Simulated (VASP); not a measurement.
# CaH8 (Fm-3m) in VASP: reference runs

How does CaH8 come out in PBE? The cell is run as given.

Program: VASP 6.6.1. These are calculated values, not measurements. Logs are shortened: lines on timing, memory, paths and dates and some standing lists are left out, and cuts for length are marked.

## 1. The crystal as given

The structure is cubic, space group Fm-3m (No. 225). Conventional cell: a = 7.093 Å, b = 7.093 Å, c = 7.093 Å, α = 90.00°, β = 90.00°, γ = 90.00°. Around Ca (site symmetry m-3m) lie 8 H at 2.22 Å. H (site symmetry 3m) is surrounded by 3 H at 1.39 Å.

The cell was built by a generator and needn't be a form met in nature.

## 2. Single point, PBE

INCAR

```
SYSTEM = CaH8
  PREC = Accurate
  ENCUT = 520
  EDIFF = 1E-7
  ISMEAR = -1
  SIGMA = 0.05
  LREAL = .False.
  LASPH = .True.
  NELM = 80
  ALGO = Normal
  ISIF = 2
  LWAVE = .False.
  LCHARG = .False.
  GGA = PE
  NBANDS = 19
```

KPOINTS

```
regular mesh
0
Gamma
  7 7 7
  0 0 0
```

POSCAR

```
CaH8
1.0
    0.0000000000      3.5465300000      3.5465300000
    3.5465300000      0.0000000000      3.5465300000
    3.5465300000      3.5465300000      0.0000000000
Ca H
1 8
Direct
    0.5000000000      0.5000000000      0.5000000000
    0.6809000000      0.6809000000      0.6809000000
    0.6809000000      0.6809000000      0.9572800000
    0.6809000000      0.9572800000      0.6809000000
    0.9572800000      0.6809000000      0.6809000000
    0.3191000000      0.3191000000      0.0427200000
    0.3191000000      0.3191000000      0.3191000000
    0.3191000000      0.0427200000      0.3191000000
    0.0427200000      0.3191000000      0.3191000000
```

Potentials or basis: VASP PAW PBE potentials, release 64 (Ca_sv, H).

Run with:

```console
> cat potpaw_PBE.64/Ca_sv/POTCAR potpaw_PBE.64/H/POTCAR > POTCAR
> mpirun -np 1 vasp_std > vasp.out
```

OUTCAR:

```text
SYSTEM = CaH8
   PREC = Accurate
   ENCUT = 520
   EDIFF = 1E-7
   ISMEAR = -1
   LREAL = .False.
   LASPH = .True.
   NELM = 80
   ISIF = 2
   GGA = PE

 ion  position               nearest neighbor table
   1  0.500  0.500  0.500-
   2  0.681  0.681  0.681-
   3  0.681  0.681  0.957-
   4  0.681  0.957  0.681-
   5  0.957  0.681  0.681-
   6  0.319  0.319  0.043-
   7  0.319  0.319  0.319-
   8  0.319  0.043  0.319-
   9  0.043  0.319  0.319-

  LATTYP: Found a face centered cubic cell.
 ALAT       =     7.0930600000

  Lattice vectors:

 A1 = (   0.0000000000,   3.5465300000,   3.5465300000)
 A2 = (   3.5465300000,   0.0000000000,   3.5465300000)
 A3 = (   3.5465300000,   3.5465300000,   0.0000000000)

Analysis of symmetry for initial positions (statically):
=====================================================================
 Subroutine PRICEL returns:
 Original cell was already a primitive cell.

 Routine SETGRP: Setting up the symmetry group for a
 face centered cubic supercell.

 Subroutine GETGRP returns: Found 12 space group operations
 (whereof 12 operations were pure point group operations)
 out of a pool of 48 trial point group operations.

The static configuration has the point symmetry D_3d.

Analysis of symmetry for dynamics (positions and initial velocities):
=====================================================================
 Subroutine PRICEL returns:
 Original cell was already a primitive cell.

 Routine SETGRP: Setting up the symmetry group for a
 face centered cubic supercell.

 Subroutine GETGRP returns: Found 12 space group operations
 (whereof 12 operations were pure point group operations)
 out of a pool of 48 trial point group operations.

The dynamic configuration has the point symmetry D_3d.

 Subroutine INISYM returns: Found 12 space group operations
 (whereof 12 operations are pure point group operations),
 and found     1 'primitive' translations

----------------------------------------------------------------------------------------

                                     Primitive cell

  volume of cell :      89.2156

[... 105 lines left out ...]
   NSW    =      0    number of steps for IOM
   IBRION =     -1    ionic relax: 0-MD 1-quasi-New 2-CG
   NFREE  =      0    steps in history (QN), initial steepest desc. (CG)
   ISIF   =      2    stress and relaxation
   ISYM   =      2    0-nonsym 1-usesym 2-fastsym
   POTIM  = 0.5000    time-step for ionic-motion
   TEBEG  =    0.0;   TEEND  =   0.0 temperature during run
   PSTRESS=    0.0 pullay stress
   NELECT =      18.0000    total number of electrons
   NUPDOWN=      -1.0000    fix difference up-down
   EMIN   =  10.00;   EMAX   =-10.00  energy-range for DOS
   EFERMI =   0.00;   METHOD = LEGACY
   ISMEAR =    -1;   SIGMA  =   0.05  broadening in eV -4-tet -1-fermi 0-gaus
   EFERMI_NEDOS =   21; number of points for ismear=-14 and -15
   IALGO  =     38    algorithm
   IMIX   =      4    mixing-type and parameters
     AMIX     =   0.40;   BMIX     =  1.00
     AMIX_MAG =   1.60;   BMIX_MAG =  1.00
  volume/ion in A,a.u.               =       9.91        66.90
  Fermi-wavevector in a.u.,A,eV,Ry     =   0.960179  1.814474 12.543796  0.921943
  Thomas-Fermi vector in A             =   2.089440
   LORBIT       =      0    0 simple, 1 ext, 2 COOP (PROOUT), +10 PAW based schemes
   GGA     = PE    functional components
   LHFCALC =     F    Hartree Fock is set to
   AEXX    =    0.0000 exact exchange contribution
   IVDW    =     0    specifies the selected vdW correction
   LEPSILON=     F    determine dielectric tensor
   LRPA    =     F    only Hartree local field effects (RPA)
 non-spin polarized calculation
  energy-cutoff  :      520.00
  volume of cell :       89.22
 maximum number of plane-waves:      2421
 NGX is ok and might be reduce to    40
   NGX = 19   NGY = 19   NGZ = 19

 number of electron      17.9999995 magnetization

 Free energy of the ion-electron system (eV)
  ---------------------------------------------------
  ext. energy  EPLUGINS =         0.00000000
  ---------------------------------------------------
  free energy    TOTEN  =       -17.85606855 eV

  energy without entropy =      -17.84671060  energy(sigma->0) =      -17.85138957

 E-fermi :  -0.7396     XC(G=0):  -7.6469

 val. band max:       -0.8825345335   @ k =   0.2857   0.2857  -0.4286
 cond. band min:      -0.6609111616   @ k =   0.1429   0.1429   0.2857
 fundamental gap:      0.2216233720
 Fermi energy:        -0.7395518100

 k-point     1 :       0.0000    0.0000    0.0000
  band No.  band energies     occupation
      1     -40.4685      2.00000
      2     -21.5488      2.00000
      3     -21.5488      2.00000
      4     -21.5488      2.00000
      5     -10.0891      2.00000
      6      -7.9956      2.00000
[... 505 lines left out ...]
      6      -8.6689      2.00000
[... 11 lines left out ...]
     18       7.1301      0.00000
     19       8.1649      0.00000

 [... further k-points ...]

------------------------ aborting loop because EDIFF is reached ----------------------------------------

  FORCE on cell =-STRESS in cart. coord.  units (eV):
  Direction    XX          YY          ZZ          XY          YZ          ZX
  --------------------------------------------------------------------------------------
  -------------------------------------------------------------------------------------
  Total       -0.0140872     -0.0140872     -0.0140872      0.0003684      0.0003684      0.0003684
  in kB       -0.2529854     -0.2529854     -0.2529854      0.0066167      0.0066167      0.0066167
  external PRESSURE =      -0.2529854 kB  Pullay stress =       0.0000000 kB

 VOLUME and BASIS-vectors are now :
 -----------------------------------------------------------------------------
  energy-cutoff  :      520.00
  volume of cell :       89.22
      direct lattice vectors                 reciprocal lattice vectors
     0.000000000  3.546530000  3.546530000    -0.140982876  0.140982876  0.140982876
     3.546530000  0.000000000  3.546530000     0.140982876 -0.140982876  0.140982876
     3.546530000  3.546530000  0.000000000     0.140982876  0.140982876 -0.140982876

 POSITION                                       TOTAL-FORCE (eV/Angst)
 -----------------------------------------------------------------------------------
      3.54653      3.54653      3.54653        -0.000000      0.000000     -0.000000
      4.82966      4.82966      4.82966         0.002069      0.002069      0.002069
      5.80985      5.80985      4.82966        -0.002086     -0.002086      0.001997
      5.80985      4.82966      5.80985        -0.002086      0.001997     -0.002086
      4.82966      5.80985      5.80985         0.001997     -0.002086     -0.002086
      1.28321      1.28321      2.26340         0.002086      0.002086     -0.001997
      2.26340      2.26340      2.26340        -0.002069     -0.002069     -0.002069
      1.28321      2.26340      1.28321         0.002086     -0.001997      0.002086
      2.26340      1.28321      1.28321        -0.001997      0.002086      0.002086
 -----------------------------------------------------------------------------------
    total drift:                                0.000000     -0.000000      0.000000

  FREE ENERGIE OF THE ION-ELECTRON SYSTEM (eV)
  ---------------------------------------------------
  free  energy   TOTEN  =       -17.8560685474 eV

  energy  without entropy=      -17.8467105969  energy(sigma->0) =      -17.85138957
```

stdout:

```text
POSCAR found type information on POSCAR CaH
 POSCAR found :  2 types and       9 ions
 scaLAPACK will be used
 LDA part: xc-table for (Slater+PW92), standard interpolation
 POSCAR, INCAR and KPOINTS ok, starting setup
 FFT: planning ... GRIDC
 FFT: planning ... GRID_SOFT
 FFT: planning ... GRID
 WAVECAR not read
 entering main loop
```

Run time: 57 s. Hardware: 1 thread of Intel Xeon Platinum 8559C (Emerald Rapids), shared host; peak memory 0.26 GiB.

What came out:

```
Free energy            : -17.8561 eV
Pressure               : 0.0 GPa
Largest force          : 0.004 eV/Å
Band gap on the k mesh : 0.22 eV, indirect (least direct gap 0.24 eV)
```

Forces in eV/Å, atoms in the order of the input:
```
Ca   0.000  0.000  0.000
H    0.002  0.002  0.002
H   -0.002 -0.002  0.002
H   -0.002  0.002 -0.002
H    0.002 -0.002 -0.002
H    0.002  0.002 -0.002
H   -0.002 -0.002 -0.002
H    0.002 -0.002  0.002
H   -0.002  0.002  0.002
```

Caveat: an odd mesh through Γ misses points on the zone boundary, where band edges often lie.
